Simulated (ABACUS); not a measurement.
Input of an ABACUS 3.10.1 run:

INPUT

```
INPUT_PARAMETERS
suffix              CaF2
calculation         scf
basis_type          pw
pseudo_dir          ./
symmetry            1
dft_functional      pbesol
ecutwfc             84
pseudo_rcut         7
nspin               1
nbands              16
ks_solver           dav
smearing_method     fd
smearing_sigma      0.00367493
scf_thr             1e-08
scf_nmax            100
mixing_type         broyden
mixing_beta         0.7
cal_force           1
cal_stress          1
kpar                4
```

Contents of STRU:

```
ATOMIC_SPECIES
Ca 40.0780 Ca.upf
F 18.9984 F.upf

LATTICE_CONSTANT
1.8897261246

LATTICE_VECTORS
0.0000000000 2.7310000000 2.7310000000
2.7310000000 0.0000000000 2.7310000000
2.7310000000 2.7310000000 0.0000000000

ATOMIC_POSITIONS
Direct

Ca
0.0
1
0.0000000000 0.0000000000 0.0000000000 1 1 1

F
0.0
2
0.7500000000 0.7500000000 0.7500000000 1 1 1
0.2500000000 0.2500000000 0.2500000000 1 1 1
```

The input KPT:

```
K_POINTS
0
Gamma
8 8 8 0 0 0
```

Potentials or basis: PseudoDojo NC SR 0.4.1 PBEsol standard, plane waves.

Launch:

```bash
$ OMP_NUM_THREADS=1 mpirun -np 4 abacus > log
```

(1) Predict the band gap on the k mesh.

(2) Estimate the pressure.

Answers

(1) 7.14 eV, indirect (least direct gap 7.40 eV).

(2) -2.1 GPa.
